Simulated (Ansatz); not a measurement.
The system is InAs.

```
In As
1.0
     0.00000    2.87730    2.87730
     2.87730    0.00000    2.87730
     2.87730    2.87730    0.00000
In As
1 1
Direct
  0.50000 0.50000 0.50000
  0.00000 0.00000 0.00000
```

Measurements of this composition are mostly on another form, of space group No. 216.

Base run:

| Quantity | Value |
| --- | --- |
| Program | Ansatz 0.2.0 |
| Functional | PBEsol |
| Potentials or basis | Ansatz PAW |
| Cutoff | 420 eV (not typed: the program's choice for these potentials) |
| k mesh | 6 × 6 × 6 |
| Occupations | fermi-dirac, width 0.05 eV |
| Spin | spin-orbit coupling, no magnetisation |

Its results: band gap on the k mesh none (metal or under the smearing width); pressure -3.3 GPa.

Question: The run is repeated on the same cell with these changes: functional from PBEsol to PBE. What comes out?

Answer: Band gap on the k mesh none (metal or under the smearing width); pressure -0.1 GPa.

PBE binds less tightly than PBEsol, so the same cell stands under more pressure.

Caveats: the PAW data sets come from PBE, with cores solved anew for the run's functional, which leaves a small shift of forces and pressure (some runs).
